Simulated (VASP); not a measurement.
Here is a VASP 6.6.1 calculation.

INCAR

```
PREC = Accurate
ENCUT = 520
EDIFF = 1E-7
ISMEAR = 1
SIGMA = 0.1
LREAL = F
LASPH = T
NELM = 80
ALGO = Normal
ISIF = 2
LWAVE = F
LCHARG = T
GGA = PS
LVHAR = T
```

The input KPOINTS:

```
Automatic mesh
0
Gamma
  14 14 14
```

POSCAR

```
AlRu                                    
1.0
    2.9763532947      0.0000000000     -0.0000000000
    0.0000000000      2.9763532947      0.0000000000
    0.0000000000      0.0000000000      2.9763532947
  Ru              Al            
     1     1
Direct
     0.0000000000000000    0.0000000000000000    0.0000000000000000
     0.5000000000000000    0.5000000000000000    0.5000000000000000
```

Potentials or basis: VASP PAW PBE potentials, release 64 (Ru_pv, Al).

Launch:

```console
$ cat potpaw_PBE.64/Ru_pv/POTCAR potpaw_PBE.64/Al/POTCAR > POTCAR
$ mpirun -np 1 vasp_std > vasp.out
```

Q: Predict the pressure.

A: 0.0 GPa.

Q: Predict the band gap on the k mesh.

A: None (metal or under the smearing width).

Caveat: the PAW data sets were made with another functional, which shifts forces and pressure a little.
